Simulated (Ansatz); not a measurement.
Crystal: PtSe2 (Sudovikovite).

```xyz
3
Lattice="3.7240 0.0000 0.0000 -1.8620 3.2251 0.0000 0.0000 0.0000 5.0620" Properties=species:S:1:pos:R:3 pbc="T T T"
Pt    0.0000    0.0000    0.0000
Se    1.8620    1.0750    3.7965
Se    0.0000    2.1501    1.2655
```

Program: Ansatz 0.2.0. Alike in all runs: potentials or basis Ansatz PAW; no spin polarisation; cell as given; smearing fermi-dirac 0.05 eV.

Q: Order these runs on this cell by their band gap on the k mesh, lowest first.
A. level r2SCAN50; k mesh 4 × 4 × 3; cutoff (eV) 500; points for each segment of the path 4; mesh quality coarse
B. level LDA+U; U Pt d U = 8 eV; k mesh 8 × 8 × 5; cutoff (eV) 420; points for each segment of the path 14; hubbard projectors ortho-atomic (the default); double counting fll (the default); mesh quality not flagged
C. level HF; k mesh 4 × 4 × 3; cutoff (eV) 420; points for each segment of the path 4; mesh quality coarse
D. level r2SCANh; k mesh 5 × 5 × 3; cutoff (eV) 500; mesh quality not flagged
E. level PBE0; k mesh 6 × 6 × 4; cutoff (eV) 420; mesh quality not flagged

A: B (metal), D (0.32 eV), E (0.47 eV), A (1.54 eV), C (4.52 eV).

Caveats: some runs use coarse meshes; spin-orbit coupling is left out, which moves the levels of the heavy elements (some runs); U without spin polarisation on a metal has little footing (some runs); odd divisions of the mesh miss points on the zone boundary, where band edges often lie, so the gap on the mesh can be too wide (some runs).

A k mesh can miss the band edges.

Not every run made on this cell is shown here.
